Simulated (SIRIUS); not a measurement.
Runs of SIRIUS 7.12.0 on WC (Qusongite). The structure is hexagonal, space group P-6m2 (No. 187). Conventional cell: a = 2.907 Å, b = 2.907 Å, c = 2.837 Å, α = 90.00°, β = 90.00°, γ = 120.00°. W (site symmetry -6m2) has 6 C at 2.20 Å as nearest neighbours. Around C (site symmetry -6m2) lie 6 W at 2.20 Å. 

```csv
task,level,potentials or basis,cell,k mesh,cutoff (eV),radial cutoff for the potentials' integrals,optimizer,fmax,max steps,target pressure,mesh quality,gap on the mesh (eV),pressure (GPa),relaxed volume (Å³/atom)
relaxation of cell and atoms,PBEsol+D3(BJ),PseudoDojo 0.4.1 PBE standard (scalar relativistic),relaxed,5 × 5 × 5,1127,6.5 bohr,BFGS,0.02 eV/Å,30,0 GPa,coarse,none,0.1,10.15
relaxation of cell and atoms,PBEsol,PseudoDojo 0.4.1 PBE standard (scalar relativistic),relaxed,5 × 5 × 5,1127,6.5 bohr,BFGS,0.02 eV/Å,30,0 GPa,coarse,none,0.2,(a)
relaxation of cell and atoms,PBEsol+D3,PseudoDojo 0.4.1 PBE standard (scalar relativistic),relaxed,5 × 5 × 5,1127,6.5 bohr,BFGS,0.02 eV/Å,30,0 GPa,coarse,none,0.0,10.23
single point,PBEsol,PseudoDojo 0.4.1 PBEsol standard (scalar relativistic),as given,10 × 10 × 9,1127,6.5 bohr,-,-,-,-,not flagged,none,-3.1,-
```

Alike in all rows: no spin polarisation; smearing fermi-dirac 0.05 eV.

Task: Estimate the missing entries.

Result: (a) 10.32.

Caveats: some runs use coarse meshes; the potentials were made for another functional, which shifts forces and pressure (some runs); pairwise dispersion overbinds metals, which lowers pressure and volume (some runs).

A k mesh can miss the band edges, and the runs leave out spin-orbit coupling on W.

A gap of «none» marks a metal or a gap under the smearing width.

Not every run made on this cell is shown here.
